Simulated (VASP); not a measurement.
# MgS in VASP: one cell, several levels of theory, part 2 of 2

The system is MgS, a lower-symmetry cell derived from the zincblende prototype, a generated structure that needn't be the ground state.

VASP 6.6.1, plane waves, PAW.

## (3) Single point with r2SCAN

Contents of INCAR:

```
ENCUT = 520.000000
SIGMA = 0.010000
EDIFF = 1.00e-07
ALGO = Normal
METAGGA = R2SCAN
PREC = Accurate
IBRION = -1
ISIF = 2
ISMEAR = 0
NBANDS = 11
NELM = 120
NSW = 0
LASPH = .TRUE.
LCHARG = .TRUE.
LELF = .TRUE.
LWAVE = .FALSE.
LREAL = .FALSE.
```

Contents of KPOINTS:

```
KPOINTS created by Atomic Simulation Environment
0
Gamma
8 8 8
0 0 0
```

Contents of KPOINTS_OPT:

```
special points
6
Reciprocal
0.0000000000 0.0000000000 0.0000000000 1
-0.5000000000 -0.5000000000 0.0000000000 1
-0.3750000000 -0.3750000000 0.2500000000 1
-0.3750000000 0.0000000000 0.3750000000 1
0.0000000000 0.0000000000 0.5000000000 1
-0.5000000000 -0.2500000000 0.2500000000 1
```

Contents of POSCAR:

```
Mg S
 1.0000000000000000
     0.0000000000000000    2.8308768411999998    2.7742593044000001
     2.8308768411999998    0.0000000000000000    2.7742593044000001
     2.8308768411999998    2.8308768411999998    0.0000000000000000
 Mg  S
   1   1
Cartesian
  0.0000000000000000  0.0000000000000000  0.0000000000000000
  1.4154384205999999  1.4154384205999999  1.3871296522000001
```

Started as:

```sh
mpirun -np 1 vasp_std
```

Printed to the terminal (iteration lines stand in OSZICAR):

```text
POSCAR found type information on POSCAR MgS
 POSCAR found :  2 types and       2 ions
 -----------------------------------------------------------------------------
|                                                                             |
|                                                                             |
|     You enforced a specific xc type in the INCAR file but a different       |
|     I HOPE YOU KNOW WHAT YOU ARE DOING!                                     |
|                                                                             |
 -----------------------------------------------------------------------------

 LDA part: xc-table for (None), standard interpolation
 POSCAR, INCAR and KPOINTS ok, starting setup
 FFT: planning ... GRIDC
 FFT: planning ... GRID_SOFT
 FFT: planning ... GRID
 WAVECAR not read
 entering main loop
 Start KPOINTS_OPT (optional k-point list driver)
k-point batch [1-6\6]
```

OSZICAR:

```text
N       E                     dE             d eps       ncg     rms          rms(c)
DAV:   1     0.169822016976E+02    0.16982E+02   -0.34211E+03  1338   0.587E+02
DAV:   2    -0.152219422123E+02   -0.32204E+02   -0.30445E+02  1594   0.103E+02
DAV:   3    -0.172002917689E+02   -0.19783E+01   -0.19752E+01  1592   0.274E+01
DAV:   4    -0.172162664243E+02   -0.15975E-01   -0.15973E-01  1576   0.298E+00
DAV:   5    -0.172164483981E+02   -0.18197E-03   -0.18197E-03  1662   0.309E-01    0.427E+00
DAV:   6    -0.154303446418E+02    0.17861E+01   -0.12445E+00  1400   0.557E+00    0.432E+00
DAV:   7    -0.154353676015E+02   -0.50230E-02   -0.26204E-01  1513   0.233E+00    0.271E+00
DAV:   8    -0.154473050791E+02   -0.11937E-01   -0.10647E-02  1427   0.770E-01    0.114E-01
DAV:   9    -0.154475654132E+02   -0.26033E-03   -0.22315E-04  1768   0.921E-02    0.103E-01
DAV:  10    -0.154477821037E+02   -0.21669E-03   -0.22125E-04  1406   0.130E-01    0.463E-02
DAV:  11    -0.154477839044E+02   -0.18007E-05   -0.14763E-06  1662   0.869E-03    0.372E-03
DAV:  12    -0.154477834844E+02    0.41999E-06   -0.76987E-08  1513   0.227E-03    0.499E-04
DAV:  13    -0.154477833908E+02    0.93648E-07   -0.16418E-08  1099   0.897E-04
   1 F= -.15447783E+02 E0= -.15447783E+02  d E =-.113072E-15
       N       E                     dE             ncg
DAV:   1     0.883991119049E+03   -0.12824E+04      132
DAV:   2     0.694488079609E+03   -0.18950E+03      164
DAV:   3     0.685215756408E+03   -0.92723E+01      168
DAV:   4     0.685140891645E+03   -0.74865E-01      163
DAV:   5     0.685140084535E+03   -0.80711E-03      176
DAV:   6     0.685140071915E+03   -0.12620E-04      161
DAV:   7     0.685140071616E+03   -0.29916E-06      181
DAV:   8     0.685140071608E+03   -0.76726E-08      156
```

Parts of OUTCAR:

```text
k-points           NKPTS =     59   k-points in BZ     NKDIM =     59   number of bands    NBANDS=     11

   NELECT =       8.0000    total number of electrons

   dimension x,y,z NGX =    30 NGY =   30 NGZ =   30
   dimension x,y,z NGXF=    60 NGYF=   60 NGZF=   60

  energy-cutoff  :      520.00
  volume of cell :       44.47
      direct lattice vectors                 reciprocal lattice vectors
     0.000000000  2.830876841  2.774259304    -0.176623721  0.176623721  0.180228286
     2.830876841  0.000000000  2.774259304     0.176623721 -0.176623721  0.180228286
     2.830876841  2.830876841  0.000000000     0.176623721  0.176623721 -0.180228286

 k-points in reciprocal lattice and weights: KPOINTS created by Atomic Simulation Env
   0.00000000  0.00000000  0.00000000       0.002
   0.12500000  0.00000000  0.00000000       0.016
   0.25000000  0.00000000  0.00000000       0.016
   0.37500000  0.00000000  0.00000000       0.016
   0.50000000  0.00000000  0.00000000       0.008
   0.12500000  0.12500000  0.00000000       0.004
   0.25000000  0.12500000  0.00000000       0.016
   0.37500000  0.12500000  0.00000000       0.016
[... 51 more k-points ...]

 E-fermi :   0.9819

 k-point     1 :       0.0000    0.0000    0.0000
  band No.  band energies     occupation
      1     -10.9120      2.00000
      2       0.8787      2.00000
      3       0.8787      2.00000
      4       0.9316      2.00000
      5       5.1326      0.00000
      6       9.5391      0.00000
      7       9.5391      0.00000
      8       9.5551      0.00000
      9      12.2206      0.00000
     10      12.5595      0.00000
     11      15.6523      0.00000

 k-point     2 :       0.1250    0.0000    0.0000
  band No.  band energies     occupation
      1     -10.8188      2.00000
      2       0.2270      2.00000
      3       0.8183      2.00000
      4       0.8653      2.00000
      5       5.7796      0.00000
      6       9.3693      0.00000
      7       9.7163      0.00000
      8       9.7475      0.00000
      9      11.7944      0.00000
     10      12.0566      0.00000
     11      14.9372      0.00000

 k-point     3 :       0.2500    0.0000    0.0000
  band No.  band energies     occupation
      1     -10.5774      2.00000
      2      -0.9780      2.00000
      3       0.6816      2.00000
      4       0.7534      2.00000
      5       6.6356      0.00000
      6       9.4345      0.00000
      7       9.6560      0.00000
      8       9.8226      0.00000
      9      12.0058      0.00000
     10      12.0519      0.00000
     11      14.0537      0.00000

 k-point     4 :       0.3750    0.0000    0.0000
  band No.  band energies     occupation
      1     -10.3072      2.00000
      2      -1.9510      2.00000
      3       0.5560      2.00000
      4       0.6508      2.00000
      5       6.7938      0.00000
      6       9.2255      0.00000
      7       9.4234      0.00000
      8      10.0471      0.00000
      9      13.3588      0.00000
     10      13.4685      0.00000
     11      14.1440      0.00000

 k-point     5 :       0.5000    0.0000    0.0000
  band No.  band energies     occupation
      1     -10.1845      2.00000
      2      -2.3226      2.00000
      3       0.5068      2.00000
      4       0.6105      2.00000
      5       6.7558      0.00000
      6       9.0377      0.00000
      7       9.2463      0.00000
      8      10.2708      0.00000
      9      14.7458      0.00000
     10      14.8877      0.00000
     11      14.9483      0.00000

 k-point     6 :       0.1250    0.1250    0.0000
  band No.  band energies     occupation
      1     -10.7845      2.00000
      2       0.2672      2.00000
      3       0.6826      2.00000
      4       0.6826      2.00000
      5       6.0125      0.00000
      6       8.9862      0.00000
      7       9.9871      0.00000
      8       9.9871      0.00000
      9      11.1466      0.00000
     10      12.5061      0.00000
     11      16.1573      0.00000

 k-point     7 :       0.2500    0.1250    0.0000
  band No.  band energies     occupation
      1     -10.5896      2.00000
      2      -0.6558      2.00000
      3       0.5004      2.00000
      4       0.5840      2.00000
      5       6.7925      0.00000
      6       8.7298      0.00000
      7       9.7800      0.00000
      8      10.2502      0.00000
      9      11.1959      0.00000
     10      12.8035      0.00000
     11      15.2116      0.00000

 k-point     8 :       0.3750    0.1250    0.0000
  band No.  band energies     occupation
      1     -10.3252      2.00000
      2      -1.6292      2.00000
      3       0.3797      2.00000
      4       0.4075      2.00000
      5       7.1183      0.00000
      6       8.8042      0.00000
      7       9.6434      0.00000
      8       9.9052      0.00000
      9      12.4770      0.00000
     10      14.0382      0.00000
     11      14.8942      0.00000

 k-point     9 :       0.5000    0.1250    0.0000
  band No.  band energies     occupation
      1     -10.1499      2.00000
      2      -2.1592      2.00000
      3       0.2218      2.00000
      4       0.3785      2.00000
      5       7.1845      0.00000
      6       8.4369      0.00000
      7       9.5219      0.00000
      8      10.6122      0.00000
      9      13.5539      0.00000
     10      14.9802      0.00000
     11      15.8430      0.00000

 k-point    10 :      -0.3750    0.1250    0.0000
  band No.  band energies     occupation
      1     -10.1952      2.00000
      2      -2.0301      2.00000
      3       0.1398      2.00000
      4       0.4954      2.00000
      5       7.3331      0.00000
      6       8.4537      0.00000
      7       9.4526      0.00000
      8      10.5404      0.00000
      9      13.0989      0.00000
     10      14.7020      0.00000
     11      15.4507      0.00000

 k-point    11 :      -0.2500    0.1250    0.0000
  band No.  band energies     occupation
      1     -10.4249      2.00000
      2      -1.3158      2.00000
      3       0.2283      2.00000
      4       0.6736      2.00000
      5       7.2940      0.00000
      6       8.9311      0.00000
      7       9.6410      0.00000
      8       9.7546      0.00000
      9      11.4147      0.00000
     10      13.7891      0.00000
     11      15.1482      0.00000

 k-point    12 :      -0.1250    0.1250    0.0000
  band No.  band energies     occupation
      1     -10.6785      2.00000
      2      -0.3874      2.00000
      3       0.5235      2.00000
      4       0.8132      2.00000
      5       6.5395      0.00000
      6       9.1554      0.00000
      7       9.7889      0.00000
      8       9.9397      0.00000
      9      10.8952      0.00000
     10      12.4599      0.00000
     11      15.6218      0.00000

 k-point    13 :       0.2500    0.2500    0.0000
  band No.  band energies     occupation
      1     -10.4555      2.00000
      2      -0.8176      2.00000
      3       0.2614      2.00000
      4       0.2614      2.00000
      5       6.7020      0.00000
      6       8.0547      0.00000
      7      10.2295      0.00000
      8      11.1635      0.00000
      9      11.1635      0.00000
     10      13.3430      0.00000
     11      17.4288      0.00000

 k-point    14 :       0.3750    0.2500    0.0000
  band No.  band energies     occupation
      1     -10.2383      2.00000
      2      -1.4037      2.00000
      3      -0.0124      2.00000
      4       0.1032      2.00000
      5       6.5135      0.00000
      6       7.9970      0.00000
      7      10.2214      0.00000
      8      11.3058      0.00000
      9      12.6068      0.00000
     10      14.4354      0.00000
     11      16.6306      0.00000

 k-point    15 :       0.5000    0.2500    0.0000
  band No.  band energies     occupation
      1     -10.0617      2.00000
      2      -1.7997      2.00000
      3      -0.4327      2.00000
      4       0.0983      2.00000
      5       6.5917      0.00000
      6       8.5188      0.00000
      7      10.3206      0.00000
      8      10.8460      0.00000
      9      13.5785      0.00000
     10      15.1323      0.00000
     11      16.5629      0.00000

 k-point    16 :      -0.3750    0.2500    0.0000
  band No.  band energies     occupation
      1     -10.0476      2.00000
      2      -1.7856      2.00000
      3      -0.7196      2.00000
      4       0.2479      2.00000
      5       7.0262      0.00000
      6       8.7685      0.00000
      7      10.4714      0.00000
      8      10.5910      0.00000
      9      13.1333      0.00000
     10      13.3658      0.00000
     11      16.9829      0.00000

[... the tables of k-points 17 to 59 left out ...]

  Total        0.2310134      0.2310134      0.3468348      0.0000000     -0.0000000     -0.0000000
  in kB        8.3239357      8.3239357     12.4972429      0.0000000     -0.0000000     -0.0000000
  external PRESSURE =       9.7150381 kB  Pullay stress =       0.0000000 kB

 POSITION                                       TOTAL-FORCE (eV/Angst)
 -----------------------------------------------------------------------------------
      0.00000      0.00000      0.00000        -0.000000     -0.000000     -0.000000
      1.41544      1.41544      1.38713         0.000000      0.000000      0.000000
 -----------------------------------------------------------------------------------
    total drift:                               -0.000003     -0.000003     -0.000002

  FREE ENERGIE OF THE ION-ELECTRON SYSTEM (eV)
  ---------------------------------------------------
  free  energy   TOTEN  =       -15.4477833908 eV

  energy  without entropy=      -15.4477833908  energy(sigma->0) =      -15.44778339
```

Hardware: 1 MPI rank of Intel Xeon Platinum 8488C, shared host.

The levels at the points of KPOINTS_OPT are read from vasprun.xml.

Near the gap, in eV above the top of the last filled band v; c is the band after it:

```
point    v−1      v     c   c+1
    Γ  -0.05   0.00  4.20  8.61
    X  -1.18  -1.18  4.24  6.15
    U  -1.99  -0.94  5.22  7.53
    K  -1.97  -0.85  5.31  7.69
    L  -0.42  -0.32  5.82  8.11
    W  -1.95  -1.40  5.92  8.67
```

The r2SCAN gap is 4.20 eV, direct at Γ. Pressure: 0.97 GPa; the forces vanish within 0.01 eV/Å.

Axes a, b and c in the maps are those of this run's conventional cell (a, b, c = 4.003, 4.003, 5.549 Å).

Density in a lattice plane of the grid's cell (edges 4.00 and 5.55 Å, at 0.000 of the third edge), which holds Mg and S.

Ten even steps from ' ' (-0.20 e/Å³) to '@' (1.13 e/Å³):
```
......::::----==========----::::....
....::::--==++**######**++==--::::..
..::::--==++%%@@@@@@@@@@%%++==--::::
..::::--==##@@@@**==**@@@@##==--::::
..::::--==##@@%%--  --%%@@##==--::::
....::::==**%%@@**==**@@%%**==::::..
....::::--==**%%@@@@@@%%**==--::::..
......::::--==**######**==--::::....
........::::----======----::::......
..........::::::::::::::::::........
................::::::..............
....................................
....................................
....................................
....................................
....................................
....................................
....................................
............::::::::::::::..........
........::::::::::::::::::::::......
```
Columns run along the first of these edges and rows up along the second, over one cell in 18 and 20 even steps from the bottom left corner. Atoms in the plane (fractional): Mg at (0.00, 0.00), S at (0.50, 0.75).

ELF in the same plane.

Ten even steps from '0' (0.00) to '9' (0.90):
```
002578999999987520
004899999999999840
015899998889999851
026899986468999862
015899973137999851
014789875457898741
002578988888987520
001467899999876410
000146788988764100
000013567776531000
000001234543210000
000000001110000000
000000000000000000
000000000000000000
000000000000000000
000000000000000000
000000000000000000
000000011111000000
000002344544320000
000136777777763100
```
Columns run along the first of these edges and rows up along the second, over one cell in 18 and 20 even steps from the bottom left corner. Atoms in the plane (fractional): Mg at (0.00, 0.00), S at (0.50, 0.75).

Both are smooth fields of the valence electrons: close to the nuclei they are not physical.

Outside the cores ELF peaks at 0.91 on the S–Mg line, 1.0 Å from S.

## (4) Summary

This closing draws on all 2 parts.

```
 level  gap (eV)  pressure (GPa)  Ansatz: gap (eV)  Ansatz: pressure (GPa)
   PBE      3.52            2.17              3.53                    2.32
r2SCAN      4.20            0.97              4.21                    1.26
```

What this shows: The gap runs from 3.52 eV (PBE) to 4.20 eV (r2SCAN). The pressure is highest with PBE (2.2 GPa) and lowest with r2SCAN (1.0 GPa), which orders the cells that they would relax to. The two programs agree on the gap within 0.02 eV, far less than the spread between functionals. The two codes have different PAW datasets and cutoffs. VASP's cell holds 8 valence electrons and Ansatz's 16.
